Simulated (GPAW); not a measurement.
Crystal: Sc.

```
CELL_PARAMETERS angstrom
3.30900 0.00000 0.00000
-1.65450 2.86568 0.00000
0.00000 0.00000 5.27330
ATOMIC_POSITIONS crystal
Sc 0.66667 0.33333 0.75000
Sc 0.33333 0.66667 0.25000
```

```yaml
Program: GPAW 26.7.0
Task: relaxation of cell and atoms
Functional: LDA
Potentials_or_basis: the program's PAW data sets (release 1.2.1) made for this functional
Cutoff: 600 eV
Basis: pw
k_mesh: 7 × 7 × 4
Occupations: fermi-dirac, width 0.05 eV
Spin: no spin polarisation
```

At the start: pressure -5.4 GPa; volume 25.00 Å³/atom.

How do energy, volume and symmetry change on relaxing?

Over 7 steps the energy falls by 50.2 meV/atom and the volume is 22.56 Å³/atom (-9.8 %); space group P6_3/mmc (No. 194, to 0.05 Å).

The path:
```tsv
step	energy change (eV)	largest force (eV/Å)	pressure (GPa)	volume (Å³)
1	0.0000	0.0000	-5.43	50.00
2	-0.0299	0.0000	-4.62	49.11
3	-0.0978	0.0000	0.64	44.63
4	-0.0987	0.0000	0.10	45.01
5	-0.0991	0.0000	-0.01	45.08
6	-0.1003	0.0000	-0.18	45.19
7	-0.1004	0.0000	-0.09	45.12
```

Final structure:
```
Sc
1.0
     3.23223    0.00000    0.00000
    -1.61611    2.79919    0.00000
     0.00000    0.00000    4.98699
Sc
2
Cartesian
  1.6161 0.9331 3.7402
  0.0000 1.8661 1.2467
```

Caveat: later steps reuse the first step's grids.
